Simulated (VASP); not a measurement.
## SnSe: relaxation of the atoms with revPBE

SnSe, a slab with vacuum:

```
Sn Se
1.0
     4.25678    0.00000    0.00000
     0.00000    4.25678    0.00000
     0.00000    0.00000   24.03000
Sn Se
4 4
Direct
  0.50000 0.50000 0.31211
  0.00000 0.00000 0.43737
  0.50000 0.50000 0.56263
  0.00000 0.00000 0.68789
  0.00000 0.00000 0.31211
  0.50000 0.50000 0.43737
  0.00000 0.00000 0.56263
  0.50000 0.50000 0.68789
```

| Item | Value |
| --- | --- |
| Program | VASP 6.6.1 |
| Task | relaxation of the atoms |
| Functional | revPBE |
| Potentials or basis | VASP PAW PBE potentials, release 64 (Sn_d, Se) |
| Cutoff | 520 eV |
| k mesh | 5 × 5 × 1 |
| Occupations | fermi-dirac, width 0.05 eV |
| Spin | no spin polarisation |
| Dipole correction | yes |
| Atoms held fixed (from 0) | [0, 4, 1, 5] |
| Further INCAR settings | ALGO = Fast; EDIFF = 1e-06; IBRION = 2; EDIFFG = -0.005; NSW = 40 |

```yaml
Energy_gained_by_relaxing: 13.3 meV/atom
Ionic_steps: 31
Band_gap_on_the_k_mesh: 0.72 eV, direct
```

Step by step:
```
step  energy change (eV)  largest force (eV/Å)  pressure (GPa)
   1              0.0000                0.4557            0.34
   2             -0.0214                0.4574            0.36
   3             -0.0665                0.4764            0.49
   4             -0.0239                0.7487            0.97
   5             -0.0756                0.4900            0.58
   6             -0.0762                0.4951            0.62
   7             -0.0794                0.4917            0.60
   8             -0.0849                0.4818            0.57
   9             -0.0876                0.4741            0.53
  10             -0.0937                0.4550            0.49
  11             -0.0985                0.4218            0.40
  12             -0.1009                0.4161            0.38
  13             -0.1048                0.4230            0.33
  14             -0.1050                0.4282            0.31
  15             -0.1059                0.4314            0.34
  16             -0.1060                0.4328            0.36
  17             -0.1060                0.4335            0.37
  18             -0.1060                0.4329            0.36
  19             -0.1061                0.4335            0.36
  20             -0.1061                0.4335            0.36
  21             -0.1061                0.4335            0.36
  22             -0.1061                0.4338            0.36
  23             -0.1061                0.4329            0.36
  24             -0.1061                0.4335            0.36
  25             -0.1061                0.4331            0.36
  26             -0.1061                0.4339            0.36
  27             -0.1061                0.4328            0.36
  28             -0.1061                0.4324            0.36
  29             -0.1061                0.4330            0.36
  30             -0.1061                0.4325            0.36
  31             -0.1061                0.4330            0.36
```

Final structure:
```cif
data_structure
_symmetry_space_group_name_H-M 'P 1'
_symmetry_Int_Tables_number 1
_cell_length_a 4.2568
_cell_length_b 4.2568
_cell_length_c 24.0300
_cell_angle_alpha 90.000
_cell_angle_beta 90.000
_cell_angle_gamma 90.000
_cell_volume 435.43
loop_
_atom_site_label
_atom_site_type_symbol
_atom_site_fract_x
_atom_site_fract_y
_atom_site_fract_z
_atom_site_occupancy
Sn1 Sn 0.50000 0.50000 0.31211 1
Sn2 Sn 0.00000 0.00000 0.43737 1
Sn3 Sn 0.50000 0.50000 0.57700 1
Sn4 Sn 0.00000 0.00000 0.69332 1
Se1 Se 0.00000 0.00000 0.31211 1
Se2 Se 0.50000 0.50000 0.43737 1
Se3 Se 0.00000 0.00000 0.57583 1
Se4 Se 0.50000 0.50000 0.69531 1
```

Levels at points of the mesh, in eV from the valence-band top:
| k point | band 36 | band 37 | band 38 | band 39 | band 40 | band 41 | band 42 | band 43 | band 44 | band 45 |
| --- | --- | --- | --- | --- | --- | --- | --- | --- | --- | --- |
| (0.00, 0.00, 0.00) | -2.40 | -2.19 | -2.19 | -1.37 | -1.09 | 1.24 | 2.13 | 3.37 | 3.40 | 3.65 |

It took 31 min on 1 thread of Intel(R) Xeon(R) Platinum 8488C (Sapphire Rapids), on a shared host, peak memory 0.54 GiB.

Caveat: the PAW data sets were made with another functional, which shifts forces and pressure a little; spin-orbit coupling is left out, which moves the levels of the heavy elements; without dispersion, layers of such crystals drift apart on relaxing, which shifts levels and gaps; volumes and pressures include the vacuum.
